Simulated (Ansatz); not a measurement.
# CaSe: a trial structure relaxed

Aim: relax a trial structure of CaSe and see where it ends.

Computed with Ansatz 0.2.0 (DFT PBE, scalar-relativistic, plane waves, PAW, unless a step's input says otherwise).

## (1) Starting point

It takes space group P-3m1 (No. 164, trigonal). The conventional cell has a = 3.608 Å, b = 3.608 Å, c = 21.000 Å, α = 90.00°, β = 90.00°, γ = 120.00°. Ca (site symmetry 3m) is surrounded by 3 Se at 2.75 Å. Se (site symmetry 3m) is surrounded by 3 Ca at 2.75 Å.

Structure file:

```cif
data_structure
_symmetry_space_group_name_H-M 'P-3m1'
_symmetry_Int_Tables_number 164
_cell_length_a 3.6076
_cell_length_b 3.6076
_cell_length_c 21.0000
_cell_angle_alpha 90.000
_cell_angle_beta 90.000
_cell_angle_gamma 120.000
_cell_volume 236.70
loop_
_atom_site_label
_atom_site_type_symbol
_atom_site_symmetry_multiplicity
_atom_site_Wyckoff_symbol
_atom_site_fract_x
_atom_site_fract_y
_atom_site_fract_z
_atom_site_occupancy
Ca1 Ca 2 d 0.66667 0.33333 0.43799 1
Se1 Se 2 c 0.00000 0.00000 0.35282 1
```

A structure generator made this guess: species swapped into a sheet modelled on a layer of TbBr, with Se on the Br sites and Ca on the Tb sites. The dimensions are guesses.

Only a and b are periodic; c spans vacuum, so the box's volume, pressure and space group aren't properties of the sheet.

## (2) Probe: one point on a coarse mesh

input.yaml

```yaml
crystal:
  lattice:
    - [3.60761218, 0.0, 0.0]
    - [-1.80380609, 3.12428377, 0.0]
    - [0.0, 0.0, 21.0]
  atoms:
    - { symbol: Ca, position: [0.66666667, 0.33333333, 0.43798514] }
    - { symbol: Ca, position: [0.33333333, 0.66666667, 0.56201486] }
    - { symbol: Se, position: [0.0, 0.0, 0.35281549] }
    - { symbol: Se, position: [0.0, 0.0, 0.64718451] }
  periodic: [true, true, false]
basis:
  ecutwfc: 420
kpoints:
  mp_grid: { grid: [6, 6, 1] }
hamiltonian:
  xc: pbe
scf:
  occupations: { method: gaussian, width: 0.1 }
  lower_state_search: "off"
output:
  forces: true
  stress: true
  eigenvalues: true
```

The run is started by

```console
> ansatz run input.yaml --threads 1 --pin off --max-ram 2560MiB --backend cpu --events-out ev --progress --plain --runs-dir out
```

The session goes on with these runs: rough relaxation on the coarse mesh; relaxation on the finer mesh.

What does the calculation give? Wanted: relaxed cell; area; thickness between outermost nuclei; energy over the elements; gap on the mesh.

**Answer**, as computed:

| quantity | value |
| --- | --- |
| symmetry at the end (tolerance 0.02 Å) | layer group p-3m1 (No. 72) |
| relaxed cell | a = 4.774 Å, b = 4.774 Å, γ = 120.0° |
| area | 4.93 Å²/atom |
| thickness between outermost nuclei | 5.64 Å |
| energy over the elements | -1.42 eV/atom |
| gap on the mesh | 2.67 eV |

The layer group p-3m1 (No. 72) is kept, and the area per atom grows by 75.1 % from the first guess. It lies below the elements, which doesn't yet make it stable: competing phases were not computed in this session. No finished test with a distortion of lower symmetry is shown, so the end may be a saddle point.
